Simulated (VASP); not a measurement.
# ZnS (F-43m) in VASP: notebook

One crystal, ZnS, is run at these levels: PBE; tasks: single point.

Program: VASP 6.6.1. These are calculated values, not measurements. Logs are shortened: lines on timing, memory, paths and dates and some standing lists are left out, and cuts for length are marked.

## Step 1: The structure

Symmetry: F-43m, No. 216, cubic system. Conventional cell: a = 5.404 Å, b = 5.404 Å, c = 5.404 Å, α = 90.00°, β = 90.00°, γ = 90.00°. Zn (site symmetry -43m) has 4 S at 2.34 Å as nearest neighbours. Around S (site symmetry -43m) lie 4 Zn at 2.34 Å.

## Step 2: Single point, PBE, spin-orbit coupling, no magnetisation

INCAR reads:

```
SYSTEM = ZnS
ALGO = Normal
EDIFF = 1E-7
ENCUT = 520
GGA = PE
GGA_COMPAT = .False.
ISIF = 2
ISMEAR = 0
LASPH = .True.
LCHARG = .False.
LORBIT = 11
LREAL = .False.
LSORBIT = .True.
LWAVE = .False.
MAGMOM = 0 0 0 0 0 0
NBANDS = 34
NELM = 100
PREC = Accurate
SIGMA = 0.02
```

KPOINTS reads:

```
k-points
0
Gamma
  4 4 4
  0 0 0
```

POSCAR reads:

```
ZnS
1.0
    0.0000000000      2.7020000000      2.7020000000
    2.7020000000      0.0000000000      2.7020000000
    2.7020000000      2.7020000000      0.0000000000
Zn S
1 1
Direct
    0.7500000000      0.7500000000      0.7500000000
    0.0000000000      0.0000000000      0.0000000000
```

Potentials or basis: VASP PAW PBE potentials, release 64 (Zn, S).

Launch:

```sh
$ cat potpaw_PBE.64/Zn/POTCAR potpaw_PBE.64/S/POTCAR > POTCAR
$ mpirun -np 1 vasp_ncl > vasp.out
```

OUTCAR:

```text
SYSTEM = ZnS
   EDIFF = 1E-7
   ENCUT = 520
   GGA = PE
   ISIF = 2
   ISMEAR = 0
   LASPH = .True.
   LORBIT = 11
   LREAL = .False.
   LSORBIT = .True.
   NELM = 100
   PREC = Accurate

 Found     10 irreducible k-points:

 Following reciprocal coordinates:
            Coordinates               Weight
  0.000000  0.000000  0.000000      1.000000
  0.250000  0.000000  0.000000      4.000000
 -0.250000  0.000000  0.000000      4.000000
  0.500000  0.000000  0.000000      4.000000
  0.250000  0.250000  0.000000      6.000000
  0.500000  0.250000  0.000000     12.000000
   k-points           NKPTS =     10   k-points in BZ     NKDIM =     10   number of bands    NBANDS=     34
   number of dos      NEDOS =    301   number of ions     NIONS =      2
   total plane-waves  NPLWV =  21952
   dimension x,y,z NGX =    28 NGY =   28 NGZ =   28
   dimension x,y,z NGXF=    56 NGYF=   56 NGZF=   56
   ions per type =               1   1
   NGX,Y,Z   is equivalent  to a cutoff of  12.18, 12.18, 12.18 a.u.
   NGXF,Y,Z  is equivalent  to a cutoff of  24.36, 24.36, 24.36 a.u.
 SYSTEM =  ZnS
   PREC   = accura    normal or accurate (medium, high low for compatibility)
   ISTART =      0    job   : 0-new  1-cont  2-samecut
   ICHARG =      2    charge: 1-file 2-atom 10-const
   ISPIN  =      1    spin polarized calculation?
   LNONCOLLINEAR =      T non collinear calculations
   LSORBIT =      T    spin-orbit coupling
   LASPH  =      T    aspherical Exc in radial PAW
   ENCUT  =  520.0 eV  38.22 Ry    6.18 a.u.   7.10  7.10  7.10*2*pi/ulx,y,z
   NELM   =    100;   NELMIN=  2; NELMDL= -5     # of ELM steps
   EDIFF  = 0.1E-06   stopping-criterion for ELM
   LREAL  =      F    real-space projection
   EDIFFG = 0.1E-05   stopping-criterion for IOM
   NSW    =      0    number of steps for IOM
   IBRION =     -1    ionic relax: 0-MD 1-quasi-New 2-CG
   NFREE  =      0    steps in history (QN), initial steepest desc. (CG)
   ISIF   =      2    stress and relaxation
   ISYM   =      2    0-nonsym 1-usesym 2-fastsym
   POTIM  = 0.5000    time-step for ionic-motion
   TEBEG  =    0.0;   TEEND  =   0.0 temperature during run
   PSTRESS=    0.0 pullay stress
   NELECT =      18.0000    total number of electrons
   NUPDOWN=      -1.0000    fix difference up-down
   EMIN   =  10.00;   EMAX   =-10.00  energy-range for DOS
   EFERMI =   0.00;   METHOD = LEGACY
   ISMEAR =     0;   SIGMA  =   0.02  broadening in eV -4-tet -1-fermi 0-gaus
   EFERMI_NEDOS =   21; number of points for ismear=-14 and -15
   IALGO  =     38    algorithm
   IMIX   =      4    mixing-type and parameters
     AMIX     =   0.40;   BMIX     =  1.00
     AMIX_MAG =   1.60;   BMIX_MAG =  1.00
  volume/ion in A,a.u.               =      19.73       133.12
  Fermi-wavevector in a.u.,A,eV,Ry     =   1.260290  2.381602 21.610537  1.588330
  Thomas-Fermi vector in A             =   2.393807
   LORBIT       =     11    0 simple, 1 ext, 2 COOP (PROOUT), +10 PAW based schemes
   GGA     = PE    functional components
   LHFCALC =     F    Hartree Fock is set to
   AEXX    =    0.0000 exact exchange contribution
   IVDW    =     0    specifies the selected vdW correction
   LEPSILON=     F    determine dielectric tensor
   LRPA    =     F    only Hartree local field effects (RPA)
 Gauss-broadening in eV      SIGMA  =   0.02
  energy-cutoff  :      520.00
  volume of cell :       39.45
 maximum number of plane-waves:      2136
   NGX = 15   NGY = 15   NGZ = 15

 number of electron      18.0000000 magnetization       0.0000000      0.0000000      0.0000000

 number of electron      18.0000000 magnetization       0.0000000     -0.0000000     -0.0000000

 number of electron      18.0000000 magnetization      -0.0000000      0.0000000      0.0000000

 Free energy of the ion-electron system (eV)
  ---------------------------------------------------
  ext. energy  EPLUGINS =         0.00000000
  ---------------------------------------------------
  free energy    TOTEN  =        -6.80540837 eV

  energy without entropy =       -6.80540837  energy(sigma->0) =       -6.80540837

 E-fermi :   2.3084     XC(G=0):  -9.6193

 val. band max:        2.1523764659   @ k =   0.0000   0.0000   0.0000
 cond. band min:       4.2370034510   @ k =   0.0000   0.0000   0.0000
 fundamental gap:      2.0846269851
 Fermi energy:         2.3084431817

 k-point     1 :       0.0000    0.0000    0.0000
  band No.  band energies     occupation
      1     -11.0070      1.00000
      2     -11.0070      1.00000
      3      -4.3322      1.00000
      4      -4.3322      1.00000
      5      -4.3322      1.00000
      6      -4.3322      1.00000
[... 22 lines left out ...]
     29      13.8827      0.00000
     30      13.8827      0.00000

 k-point     2 :       0.2500    0.0000    0.0000
  band No.  band energies     occupation
      1     -10.5841      1.00000
      2     -10.5841      1.00000
      3      -4.3107      1.00000
      4      -4.2693      1.00000
      5      -4.2583      1.00000
      6      -4.2583      1.00000
[... 22 lines left out ...]
     29      13.0883      0.00000
     30      13.1046      0.00000

 k-point     3 :      -0.2500    0.0000    0.0000
  band No.  band energies     occupation
      1     -10.5841      1.00000
      2     -10.5841      1.00000
      3      -4.3107      1.00000
      4      -4.2693      1.00000
      5      -4.2583      1.00000
      6      -4.2583      1.00000
[... 22 lines left out ...]
     29      13.0883      0.00000
     30      13.1046      0.00000

 k-point     4 :       0.5000    0.0000    0.0000
  band No.  band energies     occupation
      1     -10.0770      1.00000
      2     -10.0770      1.00000
      3      -4.2637      1.00000
      4      -4.2637      1.00000
      5      -4.0120      1.00000
      6      -4.0120      1.00000
[... 22 lines left out ...]
     29      15.5186      0.00000
     30      15.5186      0.00000

 k-point     5 :       0.2500    0.2500    0.0000
  band No.  band energies     occupation
      1     -10.4425      1.00000
      2     -10.4425      1.00000
      3      -4.3416      1.00000
      4      -4.3416      1.00000
      5      -4.1915      1.00000
      6      -4.1915      1.00000
[... 22 lines left out ...]
     29      14.6532      0.00000
     30      14.6532      0.00000

 k-point     6 :       0.5000    0.2500    0.0000
  band No.  band energies     occupation
      1      -9.9336      1.00000
      2      -9.9317      1.00000
      3      -4.2679      1.00000
      4      -4.1927      1.00000
      5      -4.0802      1.00000
      6      -3.9479      1.00000
[... 22 lines left out ...]
     29      15.6487      0.00000
     30      15.6525      0.00000

 [... further k-points ...]

 [bands above 30 left out]

------------------------ aborting loop because EDIFF is reached ----------------------------------------

  FORCE on cell =-STRESS in cart. coord.  units (eV):
  Direction    XX          YY          ZZ          XY          YZ          ZX
  --------------------------------------------------------------------------------------
  -------------------------------------------------------------------------------------
  Total        0.5039158      0.5039158      0.5039158     -0.0000000      0.0000000     -0.0000000
  in kB       20.4636246     20.4636246     20.4636246     -0.0000000      0.0000000     -0.0000000
  external PRESSURE =      20.4636246 kB  Pullay stress =       0.0000000 kB

 VOLUME and BASIS-vectors are now :
 -----------------------------------------------------------------------------
  energy-cutoff  :      520.00
  volume of cell :       39.45
      direct lattice vectors                 reciprocal lattice vectors
     0.000000000  2.702000000  2.702000000    -0.185048113  0.185048113  0.185048113
     2.702000000  0.000000000  2.702000000     0.185048113 -0.185048113  0.185048113
     2.702000000  2.702000000  0.000000000     0.185048113  0.185048113 -0.185048113

 POSITION                                       TOTAL-FORCE (eV/Angst)
 -----------------------------------------------------------------------------------
      4.05300      4.05300      4.05300        -0.000000     -0.000000     -0.000000
      0.00000      0.00000      0.00000         0.000000      0.000000      0.000000
 -----------------------------------------------------------------------------------
    total drift:                                0.000001      0.000001      0.000001

  FREE ENERGIE OF THE ION-ELECTRON SYSTEM (eV)
  ---------------------------------------------------
  free  energy   TOTEN  =        -6.8054083657 eV

  energy  without entropy=       -6.8054083657  energy(sigma->0) =       -6.80540837

 Spin-Orbit-Coupling matrix elements

 Ion:    1  E_soc:     -0.0083719
 l=   1
     0.0000000    -0.0004112    -0.0004112
    -0.0004112     0.0000000    -0.0004112
    -0.0004112    -0.0004112     0.0000000
 l=   2
     0.0000000    -0.0002012     0.0000000    -0.0002012    -0.0007830
    -0.0002012     0.0000000    -0.0005873    -0.0002012    -0.0001958
     0.0000000    -0.0005873     0.0000000    -0.0005873     0.0000000
    -0.0002012    -0.0002012    -0.0005873     0.0000000    -0.0001958
    -0.0007830    -0.0001958     0.0000000    -0.0001958     0.0000000
 l=   3
     0.0000000     0.0000000     0.0000000     0.0000000     0.0000000     0.0000000     0.0000000
     0.0000000     0.0000000     0.0000000     0.0000000     0.0000000     0.0000000     0.0000000
     0.0000000     0.0000000     0.0000000     0.0000000     0.0000000     0.0000000     0.0000000
     0.0000000     0.0000000     0.0000000     0.0000000     0.0000000     0.0000000     0.0000000
     0.0000000     0.0000000     0.0000000     0.0000000     0.0000000     0.0000000     0.0000000
     0.0000000     0.0000000     0.0000000     0.0000000     0.0000000     0.0000000     0.0000000
     0.0000000     0.0000000     0.0000000     0.0000000     0.0000000     0.0000000     0.0000000

 Ion:    2  E_soc:     -0.0017605
 l=   1
     0.0000000    -0.0002934    -0.0002934
    -0.0002934     0.0000000    -0.0002934
    -0.0002934    -0.0002934     0.0000000
 l=   2
     0.0000000     0.0000000     0.0000000     0.0000000     0.0000000
     0.0000000     0.0000000     0.0000000     0.0000000     0.0000000
     0.0000000     0.0000000     0.0000000     0.0000000     0.0000000
     0.0000000     0.0000000     0.0000000     0.0000000     0.0000000
     0.0000000     0.0000000     0.0000000     0.0000000     0.0000000
 l=   3
     0.0000000     0.0000000     0.0000000     0.0000000     0.0000000     0.0000000     0.0000000
     0.0000000     0.0000000     0.0000000     0.0000000     0.0000000     0.0000000     0.0000000
     0.0000000     0.0000000     0.0000000     0.0000000     0.0000000     0.0000000     0.0000000
     0.0000000     0.0000000     0.0000000     0.0000000     0.0000000     0.0000000     0.0000000
     0.0000000     0.0000000     0.0000000     0.0000000     0.0000000     0.0000000     0.0000000
     0.0000000     0.0000000     0.0000000     0.0000000     0.0000000     0.0000000     0.0000000
     0.0000000     0.0000000     0.0000000     0.0000000     0.0000000     0.0000000     0.0000000

 total charge

# of ion       s       p       d       tot
------------------------------------------
    1        0.515   0.477   9.801  10.794
    2        1.310   2.448   0.000   3.758
--------------------------------------------------
tot          1.825   2.925   9.801  14.552

 magnetization (x)

# of ion       s       p       d       tot
------------------------------------------
    1       -0.000  -0.000   0.000  -0.000
    2        0.000   0.000   0.000   0.000
--------------------------------------------------
tot         -0.000   0.000   0.000  -0.000

 magnetization (y)

# of ion       s       p       d       tot
------------------------------------------
    1       -0.000  -0.000  -0.000  -0.000
    2       -0.000  -0.000   0.000  -0.000
--------------------------------------------------
tot         -0.000  -0.000  -0.000  -0.000

 magnetization (z)

# of ion       s       p       d       tot
------------------------------------------
    1       -0.000  -0.000   0.000  -0.000
    2       -0.000  -0.000   0.000  -0.000
--------------------------------------------------
tot         -0.000  -0.000   0.000  -0.000
```

It took 14 s on 1 thread of AMD EPYC 9R45 (Zen 5), shared host; peak memory 0.21 GiB.

These settings aren't checked as converged: the numbers below hold their error.

What came out:

| Quantity | Value |
| --- | --- |
| Free energy | -6.8054 eV |
| Pressure | 2.0 GPa |
| Valence electrons inside the program's atomic spheres | Zn 10.79; S 3.76 |

Caveat: the k mesh is coarse (spacing up to 0.50 Å⁻¹), so the values aren't converged.

(Part 1 of 2 ends here.)
